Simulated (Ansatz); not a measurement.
In doubt: one-shot GW on d or f shells is unsure (in some of the runs), so the values of those runs are not to be relied on.

Consider CuI (Marshite).

The database entry behind the starting cell differs from later determinations by our own check (about 0.15 % long (mineral sample)), so it need not match the best structure at ambient conditions.

The structure is cubic, space group F-43m (No. 216). The conventional cell has a = 6.063 Å, b = 6.063 Å, c = 6.063 Å, α = 90.00°, β = 90.00°, γ = 90.00°. Cu has 4 I at 2.63 Å nearest. Nearest to I lie 4 Cu at 2.63 Å. Farther neighbours and most contacts between anions are not listed.

```xyz
2
Lattice="0.0000 3.0315 3.0315 3.0315 0.0000 3.0315 3.0315 3.0315 0.0000" Properties=species:S:1:pos:R:3 pbc="T T T"
Cu    1.5157    1.5157    1.5157
I     0.0000    0.0000    0.0000
```

The cell and positions come from the Crystallography Open Database and are kept as given unless a step says otherwise. Spin-orbit coupling is left out unless a run names it. PAW set soft_2, made with PBE.

Gaps computed with Ansatz 0.2.0 without a self-energy: LDA 0.94 eV, PBE 1.12 eV, PBE+SOC 0.97 eV, r2SCAN 1.61 eV, HSE06 2.64 eV, PBE0 3.33 eV and DDH-PBE0 2.50 eV.

Question: What gap should G0W0 on PBE give (4×4×4 mesh, 357 empty bands, screening to 200 eV, default PAW files)?

About 1.87 eV: on its mesh the run moves the gap from 1.12 eV by +0.75 eV. Among the scalar-relativistic levels given, r2SCAN is nearest (−0.26 eV). Spin-orbit coupling is not in that value; its −0.15 eV at the PBE level would bring it to about 1.72 eV. Bands and cutoff are finite, so the gap is not at the basis limit. The miss can reach some tenths of an eV and take either sign; the mesh is an error of its own. A d shell, filled or nearly so, lies near the gap. One-shot GW converges very slowly in bands there, not always from below, and on a semilocal start the gap tends to come out low; starts rich in exact exchange can overshoot instead. The many-body steps are scalar-relativistic: spin-orbit coupling is not in them.

[Paths, hosts, dates, memory and timing lines, banners, echoed tables and standing remarks are left out of the program output.]

[Logs are printed without paths, hosts, clocks, repeated set-up lines and the standing remarks that a program may print on its own settings, such as how far it seeks lower states.]

[Runs of the session that timed out or met a known fault of the program may be left out.]

[Cells called generated may have been cut or substituted from an entry of the Crystallography Open Database or the Materials Project.]

[Hosts, paths, dates, database ids (printed as entryN), source tags and the programs' standing remarks are cut or masked in the printed files.]
